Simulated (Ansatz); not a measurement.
# Vacuum-level step of Si(111) under one monolayer of Ag, Bi, Sb or halogen adatoms, against the hydrogen-terminated face (PBE and PBEsol slabs)

A contact or emitter on silicon works against a barrier that depends on where the vacuum level lies above the silicon bands, and a single layer of foreign atoms can move that level by an electronvolt or more. For device design we need the sign and size of this shift for each adatom. We calculated Si(111) slabs with one adatom per 1×1 cell on the upper face and hydrogen on the lower. The vacuum step is the vacuum level above the covered face less that below the hydrogen-terminated one, so a positive step means that the adatoms make it harder for electrons to leave than hydrogen does. Adatom electronegativity is the quantity along which we order the slabs.

## Calculations

Ansatz 0.2.0, plane-wave Kohn-Sham DFT with its default PAW datasets at a cutoff of 420 eV, functional as listed. Slabs of five Si bilayers at the measured lattice constant carry hydrogen on the lower face and one adatom per 1×1 cell on the upper face, started on the site named. The upper layers, the adatom and the hydrogen are relaxed (forces under 0.01 eV/Å). k-spacing 0.16 Å⁻¹ (2π included), Fermi-Dirac smearing of 0.05 eV (0.1 eV during relaxation), dipole correction, spin-paired, no spin-orbit coupling.

Notes on method and selection:

- Cl, Br and I on top sites are known 1×1 phases; the others are set by hand and may rebuild.
- In slabs without a gap, and through the smearing also in slabs with a small one, charge can pass between the faces and bend the bands, which enters the step.
- Thin slabs widen the gap by confinement.
- Runs in which the search for lower states was switched off are not listed.
- Work functions and vacuum levels are read from the electrostatic potential (Hartree and local ionic parts), which a warning of a rough exchange-correlation potential in thin density does not concern.
- The default PAW datasets of this version of Ansatz are the set soft_2.
- Runs that did not converge, have known faults or may not be shown are not listed, and runs on Ansatz's PAW sets soft_1 and soft_2 are kept to separate tables.

Columns:

- electronegativity: Pauling electronegativity of the adatom (tabulated).
- height (Å): height of the adatom over the highest Si atom.
- gap (eV): Kohn-Sham gap of the slab, 0 where none.
- vacuum step (eV): vacuum level above the covered face less that below the hydrogen-terminated face.
- IE (eV): vacuum level above the covered face less the valence-band maximum (slabs with a gap).

## The series

| member | electronegativity | height (Å) | gap (eV) | functional | vacuum step (eV) | IE (eV) |
| --- | --- | --- | --- | --- | --- | --- |
| Ag, H3 site, PBE | 1.93 | 1.55 | 0.30 | PBE | −0.674 | 3.96 |
| Ag, T4 site, PBEsol | 1.93 | 1.62 | 0.44 | PBEsol | −0.462 | 4.06 |
| Ag, top site, PBE | 1.93 | 2.42 | 0.65 | PBE | −1.169 | 3.48 |
| Bi, H3 site, PBEsol | 2.02 | 2.09 | 0.00 | PBEsol | −0.192 | – |
| Bi, T4 site, PBE | 2.02 | 2.27 | 0.00 | PBE | −0.396 | – |
| Bi, top site, PBE | 2.02 | 2.68 | 0.00 | PBE | −0.570 | – |
| Sb, top site, PBEsol | 2.05 | 2.56 | 0.00 | PBEsol | −0.032 | – |
| I, top site, PBE | 2.66 | 2.46 | 0.35 | PBE | 0.271 | 4.43 |
| Br, top site, PBE | 2.96 | 2.24 | 0.79 | PBE | 0.730 | 5.33 |
| Cl, top site, PBE | 3.16 | 2.07 | 0.83 | PBE | 1.092 | 5.72 |
| F, top site, PBE | 3.98 | 1.62 | 0.79 | PBE | 1.989 | 6.58 |

Least-squares fits to the whole series, with x = electronegativity; R² and errors in the fitted variable (y, or ln y where the fit is in ln y):

| y | members | fit | R² | rms residual | leave-one-out rms | the same for the mean of the others |
| --- | --- | --- | --- | --- | --- | --- |
| vacuum step (eV) | 11 | y = −3.048 + 1.280 x | 0.92 | 0.24 | 0.28 | 0.95 |
| IE (eV) | 7 | y = 1.133 + 1.382 x | 0.95 | 0.24 | 0.31 | 1.2 |

## Mechanism

The step runs from −1.169 eV for silver on the top site to +1.989 eV for fluorine. All four halogens raise the vacuum level, silver and bismuth lower it on every site listed, and antimony, at −0.032 eV, is too close to zero to be given a sign: with the wider smearing used during relaxation its step turns positive.

The cause is electrostatic. An adatom that draws electrons from silicon puts negative charge on the outside and raises the vacuum level; one that gives electrons away lowers it. Because the step is counted against the hydrogen face, it is also negative for an adatom that merely draws less charge than hydrogen does. The step is about 180 μ/A, in eV, with the net outward-negative dipole μ in e Å and the cell area A of roughly 13 Å². One e Å per cell is therefore worth about 14 eV. For fluorine, 1.989 / 14 = 0.14 e Å, and over its height this is 0.14 / 1.62 = 0.09 e, net of the hydrogen face. A small charge transfer is enough for a large step.

The halogens, all on top sites and all in PBE, can be compared without a change of site or functional. From iodine to fluorine the step grows by (1.989 − 0.271) / (3.98 − 2.66) = 1.30 eV per unit of electronegativity, although the adatom height falls from 2.46 to 1.62 Å. In a point-charge picture the transferred charge must therefore grow faster than the adatom's dipole. The slope is not constant: it is (0.730 − 0.271) / (2.96 − 2.66) = 1.53 between iodine and bromine, (1.092 − 0.730) / (3.16 − 2.96) = 1.81 between bromine and chlorine and (1.989 − 1.092) / (3.98 − 3.16) = 1.09 between chlorine and fluorine. The lever arm does not account for this order, since it is longest at the iodine end, where the slope is not the steepest; what sets the three slopes is left open here. The first of them is also the least firm. The iodine slab has a gap of only 0.35 eV, across which the smearing lets some charge pass between the faces. At the same geometry, the wider smearing of the relaxation gives a clearly smaller iodine step and brings the first slope close to the second, while the steps of the other three halogens hardly change.

The ionisation energy follows the step closely. IE less step is the distance from the valence edge to the vacuum level below the hydrogen face, which should hardly depend on the adatom while that edge belongs to silicon. For fluorine it is 6.58 − 1.989 = 4.59 eV. Rounded, this gives the rule IE = 4.6 + step, which meets six of the seven slabs with a gap to within 0.08 eV and misses iodine by 0.44 eV, a miss whose size depends on the smearing through the iodine step. Its rms miss is 0.17 eV, against 1.2 eV for the mean of the others.

## Where the trend breaks

Largest departures from the fit to the whole series:

| member | vacuum step (eV) | fit | computed − fit | in rms residuals |
| --- | --- | --- | --- | --- |
| Ag, top site, PBE | −1.169 | −0.578 | −0.591 | 2.5 |
| Sb, top site, PBEsol | −0.032 | −0.424 | +0.392 | 1.6 |
| Bi, H3 site, PBEsol | −0.192 | −0.462 | +0.270 | 1.1 |
| Ag, T4 site, PBEsol | −0.462 | −0.578 | +0.116 | 0.5 |

Silver on the top site lies 0.591 eV below the fit. It sits at 2.42 Å, against 1.55 Å on the H3 site in the same functional. Scaling the H3 step by height alone gives −0.674 × 2.42 / 1.55 = −1.05 eV, most of the way to the computed −1.169 eV. A long lever arm may thus be part of the reason, but the estimate keeps the charge fixed between two bonding sites and scales the hydrogen face's share of the step along with silver's. Nor does height alone order the silver steps: the T4 slab, run in PBEsol, has a weaker step than the H3 slab although its silver sits slightly higher, so the charge transfer must also depend on the site or the functional.

Antimony lies 0.392 eV above the fit, and 0.570 − 0.032 = 0.538 eV above bismuth on the same site. The antimony slab was run in PBEsol and the bismuth one in PBE, and no slab in the table appears in both functionals, so the share of the functional in this difference cannot be separated. Both slabs are gapless, so the step reflects the difference in work function between the two faces, including any charge passed between them. More deeply bound p electrons in antimony would act in the right direction.

Bismuth on the H3 site lies 0.270 eV above the fit. Its height of 2.09 Å, against 2.68 Å on top, would at equal charge make the step less negative, which is the direction found. The same rough scaling by height gives only −0.570 × 2.09 / 2.68 = −0.44 eV, however, so height can account for part of the difference at most; the bonding site and the change from PBE to PBEsol may also contribute, and these slabs do not separate the three.

## Worked examples

**Which known 1×1 phase comes closest to raising the vacuum level by 1 eV over hydrogen?**
The candidates are chlorine, bromine and iodine. Chlorine misses by 1.092 − 1 = 0.092 eV, bromine by 1 − 0.730 = 0.270 eV and iodine by 1 − 0.271 = 0.729 eV. Chlorine is the choice.

**What does replacing chlorine by iodine do to the ionisation energy?**
It falls by 5.72 − 4.43 = 1.29 eV. At the smearing of the table, the surface dipole accounts for 1.092 − 0.271 = 0.821 eV of this. The remaining 1.29 − 0.82 = 0.47 eV comes from a valence edge that lies higher relative to the hydrogen side. A likely reason is that the lone-pair band of the closely packed iodine atoms rises above the silicon valence edge, which would also fit the smaller gap, 0.35 eV against 0.83 eV. If so, the ionisation energy of the iodine slab no longer measures the distance from the silicon valence edge to the vacuum level. The step is no firm substitute: with the wider smearing of the relaxation the share of the dipole grows and the remainder shrinks, while the total fall in ionisation energy hardly changes. The total can therefore be used, but its division into two parts is rough.

**Is electronegativity enough to choose between two similar adatoms?**
Bromine and chlorine differ by 3.16 − 2.96 = 0.20 units, which the fit turns into 0.20 × 1.280 = 0.26 eV. The leave-one-out error is 0.28 eV, as large as the difference sought. The fit serves to tell a strong electron acceptor from a donor; for close neighbours the computed rows should be used, and these differ by 1.092 − 0.730 = 0.362 eV, which hardly changes with the wider smearing of the relaxation. In a comparison with iodine the effect of the smearing has to be allowed for as well.

## Conclusions

Between electronegativities of 1.93 and 3.98, more electronegative adatoms broadly give a higher vacuum level, and the four halogens follow this order without exception. Silver, antimony and bismuth have nearly the same electronegativity, yet their steps on the top site differ widely, and for silver the site matters too, with 1.169 − 0.674 = 0.495 eV between the top and H3 sites in PBE; electronegativity does not settle the step within this group. The eleven rows cover only seven elements, so the leave-one-out error flatters the fit, which also mixes PBE and PBEsol slabs. None of the quoted errors covers the smearing. It matters most for iodine, whose step changes between the two smearings used by more than the 0.08 eV within which the rule for the ionisation energy meets the other slabs. No narrower smearing is listed, so the value to which the iodine step would settle remains open.

Only the chlorine, bromine and iodine layers are known 1×1 phases. Silver, antimony and bismuth are known to form larger reconstructed cells at about this coverage, and their steps here describe hand-built layers.

Semilocal functionals place the valence edge too high, which makes the ionisation energies too small; confinement in the thin slab works the other way. Spin-orbit coupling, left out here, would raise an iodine-derived valence edge and lower that slab's ionisation energy further. Measured values are not compared here.
